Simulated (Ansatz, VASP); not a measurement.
## KCl (Sylvite) in VASP and in Ansatz

INCAR

```
SYSTEM = KCl
  PREC = Accurate
  ENCUT = 520
  EDIFF = 1E-6
  ISMEAR = 0
  SIGMA = 0.01
  LREAL = .FALSE.
  LASPH = .TRUE.
  NELM = 80
  ALGO = Normal
  ISIF = 2
  LWAVE = .FALSE.
  LCHARG = .FALSE.
  GGA = PE
  NBANDS = 15
```

KPOINTS

```
regular mesh
0
G
  6 6 6
  0 0 0
```

File POSCAR:

```
KCl
1.0
    0.0000000000      3.1448471156      3.1448471156
    3.1448471156      0.0000000000      3.1448471156
    3.1448471156      3.1448471156      0.0000000000
K Cl
1 1
Direct
    0.0000000000      0.0000000000      0.0000000000
    0.5000000000      0.5000000000      0.5000000000
```

Input for Ansatz:

```yaml
crystal:
  lattice:
    - [0.0, 3.1448471156, 3.1448471156]
    - [3.1448471156, 0.0, 3.1448471156]
    - [3.1448471156, 3.1448471156, 0.0]
  atoms:
    - { symbol: K, position: [0.0, 0.0, 0.0] }
    - { symbol: Cl, position: [0.5, 0.5, 0.5] }
kpoints:
  mp_grid: { grid: [6, 6, 6] }
hamiltonian:
  xc: pbe
scf:
  occupations: { method: fixed }
  n_extra_bands: 4
output:
  forces: true
  stress: true
  eigenvalues: true
  write_density: true
  write_potential: true
  elf: true
  volumetric_format: npy
```

Alike in both runs: task single point; functional PBE; k mesh 6 × 6 × 6; no spin polarisation.

|  | VASP | Ansatz |
| --- | --- | --- |
| version | VASP 6.6.1 | Ansatz 0.2.0 |
| potentials or method | VASP PAW PBE potentials, release 64 (K_sv, Cl) | plane waves, PAW |
| plane-wave cutoff (eV) | 520 | 420 |
| occupations | gaussian, width 0.01 eV | fixed |
| valence electrons in the cell | 16 | 16 |

```csv
,VASP,Ansatz,Ansatz less VASP
gap on the k mesh at the Fermi level (eV),5.19,5.19,+0.002
pressure (GPa),0.8,0.8,-0.03
```

PBE gaps usually lie below the measured ones, often by a third to a half.
